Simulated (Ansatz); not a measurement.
Crystal: NiO.

```
Ni O
1.0
     0.00000    2.09131    2.09131
     2.09131    0.00000    2.09131
     2.09131    2.09131    0.00000
Ni O
1 1
Direct
  0.00000 0.00000 0.00000
  0.50000 0.50000 0.50000
```

Alike in all runs: program Ansatz 0.2.0; functional PBE; potentials or basis Ansatz PAW; cutoff 420 eV (not typed: the program's choice for these potentials); k mesh 9 × 9 × 9; occupations fermi-dirac, width 0.05 eV.

The same cell was started in several ways:

```tsv
start	free energy over the lowest (meV/atom)	net moment (μB)	site or absolute moments (μB)	gap
collinear spin, ferromagnetic start of up to 2 μB; fixed moment 2	5.9	2.00	Ni +1.58; O +0.36	-
collinear spin, ferromagnetic start of up to 0.8 μB; fixed moment 0.8	29.0	0.80	Ni +0.68; O +0.09	-
collinear spin, ferromagnetic start of up to 1.2 μB; fixed moment 1.2	11.0	1.20	Ni +1.00; O +0.15	-
collinear spin, ferromagnetic start of up to 0.5 μB; fixed moment 0.5	42.4	0.50	Ni +0.43; O +0.06	-
collinear spin, program default start; fixed moment 0	48.3	0.00	-	-
collinear spin, ferromagnetic start of up to 0.2 μB; fixed moment 0.2	47.6	0.20	Ni +0.17; O +0.03	-
collinear spin, ferromagnetic start of up to 1.5 μB; fixed moment 1.5	0.0	1.50	Ni +1.23; O +0.22	-
collinear spin, ferromagnetic start of up to 1 μB; fixed moment 1	19.0	1.00	Ni +0.85; O +0.12	-
```

All polarised runs hold their moment fixed, so the table maps the energy against it. A still lower state may exist.

Caveats: the total moment is fixed, so each spin has its own Fermi level; a cell with one magnetic atom can't hold antiferromagnetic order, which such compounds often take (some runs).
